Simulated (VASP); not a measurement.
Set up this calculation in VASP 6.6.1, as the native input.

```
Task                   : single point
Functional             : revPBE
Potentials or basis    : VASP PAW PBE potentials, release 64 (Ga_d)
Cutoff                 : 520 eV
k mesh                 : 19 × 19 × 19
Occupations            : fermi-dirac, width 0.1 eV
Spin                   : no spin polarisation
Dipole correction      : no
Further INCAR settings : ALGO = Fast; EDIFF = 1e-06; NBANDS = 12
```

The structure of Ga lies in POSCAR:

```
Ga
1.0
    2.7502055349      0.0000000000      0.0000000000
    0.0000000000      2.7502055349      0.0000000000
    0.0000000000      0.0000000000      2.7502055349
Ga
1
Direct
    0.0000000000      0.0000000000      0.0000000000
```

This isn't the form of Ga at room conditions, which is orthorhombic.

The input as run:

INCAR

```
PREC = Accurate
ENCUT = 520
EDIFF = 1E-6
ISMEAR = -1
SIGMA = 0.1
LREAL = False
LASPH = True
NELM = 60
ALGO = Fast
ISIF = 2
LWAVE = False
LCHARG = False
GGA = RE
NBANDS = 12
```

KPOINTS

```
regular mesh
0
Gamma
  19 19 19
```

Potentials or basis: VASP PAW PBE potentials, release 64 (Ga_d).

Run with:

```console
$ cat potpaw_PBE.64/Ga_d/POTCAR > POTCAR
$ mpirun -np 1 vasp_std > vasp.out
```

It gave:

* Pressure: 0.0 GPa
* Band gap on the k mesh: none (metal or under the smearing width)

Caveat: the PAW data sets were made with another functional, which shifts forces and pressure a little.

It took 22 s on 1 thread of Intel(R) Xeon(R) Platinum 8488C (Sapphire Rapids), with other jobs on the host, peak memory 0.16 GiB.
